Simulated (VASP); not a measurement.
Ta, 1 atom in the cell. Symmetry: Im-3m, No. 229, cubic system. Conventional cell: a = 3.303 Å, b = 3.303 Å, c = 3.303 Å, α = 90.00°, β = 90.00°, γ = 90.00°. Ta (site symmetry m-3m) is surrounded by 8 Ta at 2.86 Å. 

- Program: VASP 6.6.1
- Task: relaxation of cell and atoms
- Functional: PBE
- Dispersion: D3(BJ)
- Potentials or basis: VASP PAW PBE potentials, release 64 (Ta_pv)
- Cutoff: 600 eV
- k mesh: 10 × 10 × 10
- Occupations: fermi-dirac, width 0.05 eV
- Spin: no spin polarisation
- Ladder: gaps
- Further INCAR settings: ALGO = Normal; EDIFF = 1e-07; IBRION = 2; EDIFFG = -0.005; NSW = 60; ISIF = 3

Potentials or basis: VASP PAW PBE potentials, release 64 (Ta_pv).

Command:

```sh
$ cat potpaw_PBE.64/Ta_pv/POTCAR > POTCAR
$ mpirun -np 1 vasp_std > vasp.out
```

Hardware: 1 thread of Intel(R) Xeon(R) Platinum 8488C (Sapphire Rapids) (shared host).

How long does it take, and how much memory?

Run time: 14 s on 1 thread of Intel(R) Xeon(R) Platinum 8488C (Sapphire Rapids), with other jobs on the host, peak memory 0.16 GiB. Counts: scf iterations 24, k points 47, ion steps 3.
